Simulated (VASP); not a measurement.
CdTe: equation of state with PBE

Crystal: CdTe.

```
CELL_PARAMETERS angstrom
0.00000 3.20500 3.20500
3.20500 0.00000 3.20500
3.20500 3.20500 0.00000
ATOMIC_POSITIONS crystal
Te 0.75000 0.75000 0.75000
Cd 0.00000 0.00000 0.00000
```

* Program: VASP 6.6.1
* Task: equation of state
* Functional: PBE
* Potentials or basis: VASP PAW PBE potentials, release 64 (Te, Cd)
* Cutoff: 520 eV
* k mesh: 7 × 7 × 7
* Occupations: fermi-dirac, width 0.05 eV
* Spin: no spin polarisation

- Equilibrium volume: 36.35 Å³/atom (rough: see the caveat)
- Bulk modulus: 35 GPa (rough)

Energy against volume, from the lowest point:
| volume (Å³/atom) | energy (meV/atom) |
| --- | --- |
| 30.947 | 112.82 |
| 31.605 | 81.77 |
| 32.263 | 56.33 |
| 32.922 | 35.91 |
| 33.580 | 20.01 |
| 34.239 | 8.18 |
| 34.897 | 0.00 |

All runs of the series together: 3 min on 1 thread of Intel(R) Xeon(R) Platinum 8559C (Emerald Rapids) (shared host).

Caveat: the minimum lies outside the volumes run. The run has no spin-orbit coupling, so splittings on Te are missing.
